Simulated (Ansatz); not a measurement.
The system is CuAu3.

```
CELL_PARAMETERS angstrom
-1.99063 1.99063 4.08210
1.99063 -1.99063 4.08210
1.99063 1.99063 -4.08210
ATOMIC_POSITIONS crystal
Au 0.50000 0.50000 0.00000
Au 0.25000 0.75000 0.50000
Au 0.75000 0.25000 0.50000
Cu 0.00000 0.00000 0.00000
```

The cell comes from a database or a generator and needn't be the stable form of this composition.

* Program: Ansatz 0.2.0
* Task: single point
* Functional: PBEsol
* Potentials or basis: all-electron LAPW, scalar-relativistic
* Cutoff: 262 eV (chosen from the basis error)
* Basis error allowed: 0.001 eV/atom
* k mesh: 9 × 9 × 9
* Occupations: fermi-dirac, width 0.05 eV
* Spin: no spin polarisation

On this cell: pressure -4.6 GPa; largest force under 0.003 eV/Å; band gap on the k mesh none (metal or under the smearing width).

The same run follows on a disturbed copy (atoms moved at random, drawn with an rms of 0.05 Å):

```
Au Cu
1.0
    -1.99063    1.99063    4.08210
     1.99063   -1.99063    4.08210
     1.99063    1.99063   -4.08210
Au Cu
3 1
Direct
  0.50167 0.49447 0.99553
  0.26023 0.75801 0.52229
  0.74034 0.23719 0.48563
  0.99036 0.99020 0.98655
```

**Question.** What changes?

**Answer.** The energy (extrapolated to zero smearing) moves by +10.7 meV/atom; pressure -4.0 GPa; largest force 0.776 eV/Å; band gap on the k mesh none (metal or under the smearing width).

Forces on the atoms (eV/Å):
```
Au   0.060 -0.006 -0.240
Au  -0.557 -0.533  0.092
Au   0.460  0.444  0.160
Cu   0.036  0.094 -0.012
```

Stress tensor (GPa, compression positive):
```
-3.66  0.40  0.65
 0.40 -3.94 -0.66
 0.65 -0.66 -4.40
```
